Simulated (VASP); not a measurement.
# Sb (R-3m) in VASP: settings compared, part 2 of 2

VASP 6.6.1. Earlier steps stand in the parts before.

### 4 Relaxation of cell and atoms, PBEsol

Input file INCAR:

```
SYSTEM = Sb
PREC = Accurate ; ENCUT = 300
EDIFF = 1E-7 ; ISMEAR = 0
SIGMA = 0.1 ; LREAL = .FALSE.
LASPH = .TRUE. ; NELM = 100
ALGO = Normal ; ISIF = 3
LWAVE = .FALSE. ; LCHARG = .FALSE.
GGA = PS ; IBRION = 2
NSW = 90 ; EDIFFG = -0.005
```

Input file KPOINTS:

```
Automatic mesh
0
G
  12 12 12
  0 0 0
```

Input file POSCAR:

```
Sb
1.0
    2.1506000000      1.2416494900      3.7440000000
   -2.1506000000      1.2416494900      3.7440000000
    0.0000000000     -2.4832989800      3.7440000000
Sb
2
Direct
    0.2336400000      0.2336400000      0.2336400000
    0.7663600000      0.7663600000      0.7663600000
```

Potentials or basis: VASP PAW PBE potentials, release 64 (Sb).

On the command line:

```console
$ cat potpaw_PBE.64/Sb/POTCAR > POTCAR
$ mpirun -np 1 vasp_std > vasp.out
```

OUTCAR:

```text
SYSTEM = Sb
   PREC = Accurate
   ENCUT = 300
   EDIFF = 1E-7
   ISMEAR = 0
   LREAL = .FALSE.
   LASPH = .TRUE.
   NELM = 100
   ISIF = 3
   GGA = PS
   IBRION = 2
   NSW = 90
   EDIFFG = -0.005

 ion  position               nearest neighbor table
   1  0.234  0.234  0.234-   2 2.90   2 2.90   2 2.90   2 3.34   2 3.34   2 3.34
   2  0.766  0.766  0.766-   1 2.90   1 2.90   1 2.90   1 3.34   1 3.34   1 3.34

  LATTYP: Found a trigonal (rhomboedric) cell.
 ALAT       =     4.4926951617
 COS(alpha) =     0.5417152821

  Lattice vectors:

 A1 = (   2.1506000000,   1.2416494900,   3.7440000000)
 A2 = (  -2.1506000000,   1.2416494900,   3.7440000000)
 A3 = (   0.0000000000,  -2.4832989800,   3.7440000000)

Analysis of symmetry for initial positions (statically):
=====================================================================
 Subroutine PRICEL returns:
 Original cell was already a primitive cell.

 Routine SETGRP: Setting up the symmetry group for a
 trigonal (rhombohedral) supercell.

 Subroutine GETGRP returns: Found 12 space group operations
 (whereof 12 operations were pure point group operations)
 out of a pool of 12 trial point group operations.

The static configuration has the point symmetry D_3d.

[... 171 lines left out ...]
  Total        0.2939278      0.2939278      0.0700446      0.0000000     -0.0000000      0.0000000
  in kB        7.8506472      7.8506472      1.8708536      0.0000000     -0.0000000      0.0000000
  external PRESSURE =       5.8573827 kB  Pullay stress =       0.0000000 kB
[... 275 lines left out ...]
--------------------------------------- Ionic step        9  -------------------------------------------

 number of electron      10.0000000 magnetization

 Free energy of the ion-electron system (eV)
  ---------------------------------------------------
  ext. energy  EPLUGINS =         0.00000000
  ---------------------------------------------------
  free energy    TOTEN  =        -9.11755049 eV

  energy without entropy =       -9.11688491  energy(sigma->0) =       -9.11721770

 E-fermi :   7.1963     XC(G=0):  -9.7296

 val. band max:        7.1948953587   @ k =  -0.4167   0.5000   0.4167
 cond. band min:       7.3185219612   @ k =   0.3333   0.1667   0.1667
 fundamental gap:      0.1236266026
 Fermi energy:         7.1963059634

 k-point     1 :       0.0000    0.0000    0.0000
  band No.  band energies     occupation
      1      -5.4919      2.00000
      2       2.5409      2.00000
      3       5.2964      2.00000
      4       5.4397      2.00000
      5       5.4397      2.00000
      6       9.5987      0.00000
      7      10.0780      0.00000
      8      10.0780      0.00000
      9      12.1741      0.00000
[... 265 lines left out ...]
 k-point    24 :      -0.4167    0.1667   -0.0000
  band No.  band energies     occupation
      1      -2.9314      2.00000
      2      -2.2584      2.00000
      3       3.5560      2.00000
      4       5.1129      2.00000
      5       5.5508      2.00000
      6       8.1827      0.00000
      7       8.5986      0.00000
      8      10.3892      0.00000
      9      13.8458      0.00000

 [... further k-points ...]
[... 5 lines left out ...]
  --------------------------------------------------------------------------------------
  -------------------------------------------------------------------------------------
  Total        0.0034957      0.0034957      0.0014442      0.0000000     -0.0000000     -0.0000000
  in kB        0.0939175      0.0939175      0.0387998      0.0000000     -0.0000000     -0.0000000
  external PRESSURE =       0.0755449 kB  Pullay stress =       0.0000000 kB
[... 17 lines left out ...]
  FREE ENERGIE OF THE ION-ELECTRON SYSTEM (eV)
  ---------------------------------------------------
  free  energy   TOTEN  =        -9.1175504851 eV

  energy  without entropy=       -9.1168849116  energy(sigma->0) =       -9.11721770

 reached required accuracy - stopping structural energy minimisation
```

It took 5.3 min on 1 thread of Intel Xeon Platinum 8375C at 2.90GHz (Ice Lake), shared host; peak memory 0.18 GiB.

Results:

* Free energy: -9.1176 eV
* Relaxed volume: 29.82 Å³/atom
* Relaxed cell: a = 4.447 Å, b = 4.447 Å, c = 4.447 Å, α = 58.20°, β = 58.20°, γ = 58.20°
* Space group after relaxing (to 0.05 Å): R-3m (No. 166)
* Energy gained by relaxing: 3.6 meV/atom
* Ionic steps: 9
* Pressure after relaxing: 0.0 GPa
* Band gap on the k mesh: none (metal or under the smearing width)

The path:
```csv
step,energy change (eV),largest force (eV/Å),pressure (GPa),volume (Å³)
1,0.0000,0.2190,0.59,59.99
2,-0.0030,0.0393,-0.67,60.94
3,-0.0033,0.0816,-0.37,60.70
4,-0.0052,0.0551,-0.24,60.36
5,-0.0071,0.0032,0.10,59.55
6,-0.0071,0.0010,0.09,59.59
7,-0.0071,0.0166,-0.09,59.71
8,-0.0071,0.0117,-0.03,59.67
9,-0.0072,0.0016,0.01,59.64
```

Final structure:
```
Sb
1.0
     2.16296    1.24878    3.67973
    -2.16296    1.24878    3.67973
     0.00000   -2.49757    3.67973
Sb
2
Cartesian
  0.0000 0.0000 2.6081
  0.0000 0.0000 8.4311
```

Levels at points of the mesh, in eV from the Fermi level:
| k point | band 1 | band 2 | band 3 | band 4 | band 5 | band 6 | band 7 | band 8 | band 9 |
| --- | --- | --- | --- | --- | --- | --- | --- | --- | --- |
| (0.00, 0.00, 0.00) | -12.69 | -4.66 | -1.90 | -1.76 | -1.76 | 2.40 | 2.88 | 2.88 | 4.98 |
| (0.50, 0.00, 0.00) | -10.27 | -9.66 | -1.68 | -1.51 | -0.26 | -0.14 | 0.26 | 0.33 | 7.88 |
| (0.50, 0.50, 0.00) | -10.27 | -7.83 | -5.53 | -3.71 | -3.67 | 1.63 | 5.12 | 5.51 | 7.18 |
| (0.50, 0.50, 0.50) | -10.92 | -9.10 | -1.19 | -1.19 | -0.43 | 0.00 | 0.00 | 0.97 | 7.33 |

Caveat: the PAW data sets were made with another functional, which shifts forces and pressure a little.

### 5 Relaxation of cell and atoms, PBEsol

INCAR: that of step 4 with these lines changed.

```diff
@@ -1,3 +1,3 @@
 SYSTEM = Sb
-PREC = Accurate ; ENCUT = 300
+PREC = Accurate ; ENCUT = 600
 EDIFF = 1E-7 ; ISMEAR = 0
```

Input file KPOINTS:

```
Automatic mesh
0
G
  6 6 6
  0 0 0
```

POSCAR is that of step 4.

On the command line:

```console
$ cat potpaw_PBE.64/Sb/POTCAR > POTCAR
$ mpirun -np 1 vasp_std > vasp.out
```

Run time: 2.3 min. Hardware: 1 thread of Intel Xeon Platinum 8375C at 2.90GHz (Ice Lake), shared host; peak memory 0.2 GiB.

The run converged. Its results:

```
Free energy                            : -9.1317 eV
Relaxed volume                         : 30.19 Å³/atom
Relaxed cell                           : a = 4.489 Å, b = 4.489 Å, c = 4.489 Å, α = 57.57°, β = 57.57°, γ = 57.57°
Space group after relaxing (to 0.05 Å) : R-3m (No. 166)
Energy gained by relaxing              : 0.8 meV/atom
Ionic steps                            : 9
Pressure after relaxing                : 0.0 GPa
Largest force after relaxing           : 0.004 eV/Å
Band gap on the k mesh                 : none (metal or under the smearing width)
```

Forces on the atoms (eV/Å):
```
Sb   0.000  0.000 -0.004
Sb   0.000  0.000  0.004
```

The path:
```
step  energy change (eV)  largest force (eV/Å)  pressure (GPa)  volume (Å³)
   1              0.0000                0.0900            0.62        59.99
   2             -0.0007                0.0405           -0.49        61.00
   3             -0.0014                0.0122           -0.04        60.58
   4             -0.0014                0.0107           -0.05        60.59
   5             -0.0015                0.0097           -0.04        60.55
   6             -0.0017                0.0074           -0.02        60.42
   7             -0.0017                0.0056            0.01        60.37
   8             -0.0017                0.0054            0.02        60.36
   9             -0.0017                0.0038           -0.02        60.38
```

Final structure:
```
Sb
1.0
     2.16156    1.24798    3.73071
    -2.16156    1.24798    3.73071
     0.00000   -2.49596    3.73071
Sb
2
Cartesian
  0.0000 0.0000 2.6215
  0.0000 0.0000 8.5707
```

Levels at points of the mesh, in eV from the Fermi level:
```tsv
k point	band 3	band 4	band 5	band 6	band 7	band 8
(0.00, 0.00, 0.00)	-2.02	-1.82	-1.82	2.12	2.70	2.70
(0.50, 0.00, 0.00)	-1.90	-1.75	-0.31	-0.26	0.16	0.40
(0.50, 0.50, 0.00)	-5.50	-3.76	-3.70	1.48	4.94	5.45
(0.50, 0.50, 0.50)	-1.32	-1.32	-0.56	0.04	0.04	1.01
```

Caveat: the PAW data sets were made with another functional, which shifts forces and pressure a little. The run has no spin-orbit coupling, so splittings on Sb are missing.

### 6 Summary

```tsv
level	k mesh	cutoff (eV)	gap on the mesh (eV)	pressure (GPa)	relaxed volume (Å³/atom)
PBE	12 × 12 × 12	600	none	0.0	31.76
PBE+D3(BJ)	12 × 12 × 12	600	none	0.0	29.71
PBEsol	12 × 12 × 12	300	none	0.0	29.82
PBEsol	6 × 6 × 6	600	none	0.0	30.19
```

Alike in all rows: task relaxation of cell and atoms; potentials or basis VASP PAW PBE potentials, release 64 (Sb); no spin polarisation; cell relaxed; smearing gaussian 0.1 eV.

Caveats: the PAW data sets were made with another functional, which shifts forces and pressure a little (some runs); pairwise dispersion overbinds metals, which lowers pressure and volume (some runs).

Total energies depend on the potentials used, so only differences within one code and one set of settings carry meaning.
